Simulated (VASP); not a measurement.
Crystal: CaO.

```
CELL_PARAMETERS angstrom
3.36904 0.00000 0.00000
0.00000 3.36904 0.00000
0.00000 0.00000 4.69591
ATOMIC_POSITIONS crystal
Ca 0.00000 0.00000 0.00000
Ca 0.50000 0.50000 0.50000
O 0.50000 0.50000 0.00000
O 0.00000 0.00000 0.50000
```

The cell was built by a generator and isn't the measured one.

Base run:

```yaml
Program: VASP 6.6.1
Functional: LDA
Potentials_or_basis: VASP PAW LDA potentials, release 64 (Ca_sv, O)
Cutoff: 520 eV
k_mesh: 7 × 7 × 5
Occupations: gaussian, width 0.02 eV
Spin: no spin polarisation
```

Its results: band gap on the k mesh 3.32 eV; pressure -4.1 GPa.

Task: The run is repeated on the same cell with these changes: further incar settings from ALGO = Fast; EDIFF = 1e-06; NBANDS = 24 to ALGO = Fast; EDIFF = 1e-06. What comes out?

Result: Band gap on the k mesh 3.37 eV; pressure -1.7 GPa.

Caveats: an odd mesh through Γ misses points on the zone boundary, where band edges often lie (some runs).
